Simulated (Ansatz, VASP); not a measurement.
This is a calculation of Pb for VASP 6.6.1.

Contents of INCAR:

```
SYSTEM = Pb
PREC = Accurate
ENCUT = 520
EDIFF = 1E-7
ISMEAR = -1
SIGMA = 0.05
LREAL = .False.
LASPH = .True.
NELM = 100
ALGO = Normal
ISIF = 2
LWAVE = .False.
LCHARG = .False.
GGA = PE
NBANDS = 21
```

File KPOINTS:

```
Automatic mesh
0
Gamma
  7 7 7
  0 0 0
```

The input POSCAR:

```
Pb
1.0
    0.0000000000      3.4733900561      3.4390000555
    3.4733900561      0.0000000000      3.4390000555
    3.4733900561      3.4733900561      0.0000000000
Pb
2
Direct
    0.2500000000      0.2500000000      0.2500000000
    0.0000000000      0.0000000000      0.0000000000
```

Potentials or basis: VASP PAW PBE potentials, release 64 (Pb_d).

The run is started by

```bash
$ cat potpaw_PBE.64/Pb_d/POTCAR > POTCAR
$ mpirun -np 1 vasp_std > vasp.out
```

Q: Set up the same calculation for Ansatz 0.2.0. Potentials there: all-electron LAPW, scalar-relativistic.

A: As run (the cutoff follows the program's own potentials):

File input.yaml:

```yaml
crystal:
  lattice:
    - [0.0, 3.4733900561, 3.4390000555]
    - [3.4733900561, 0.0, 3.4390000555]
    - [3.4733900561, 3.4733900561, 0.0]
  atoms:
    - { symbol: Pb, position: [0.25, 0.25, 0.25] }
    - { symbol: Pb, position: [0.0, 0.0, 0.0] }
kpoints:
  mp_grid: { grid: [7, 7, 7] }
scf:
  occupations: { method: fermi_dirac, width: 0.05 }
hamiltonian:
  xc: pbe
  pseudopotentials: { kind: all_electron, lapw: { basis_error: 0.001 } }
output:
  forces: true
  stress: true
  eigenvalues: true
```

Potentials or basis: all-electron LAPW, scalar-relativistic.

Launch:

```bash
$ ansatz run input.yaml --threads 1 --pin off --max-ram 3072MiB --backend cpu --events-out ev --progress --plain --runs-dir out
```

Both were run:

|  | VASP | Ansatz | Ansatz less VASP |
| --- | --- | --- | --- |
| gap on the k mesh at the Fermi level (eV) | none | none | - |
| pressure (GPa) | 1.7 | 1.7 | +0.06 |

A gap of «none» marks a metal or a gap that the smearing closes. Ansatz ran all-electron here, so the differences hold the error of VASP's frozen core and of both bases.

The runs have no spin-orbit coupling, so splittings on Pb are missing.
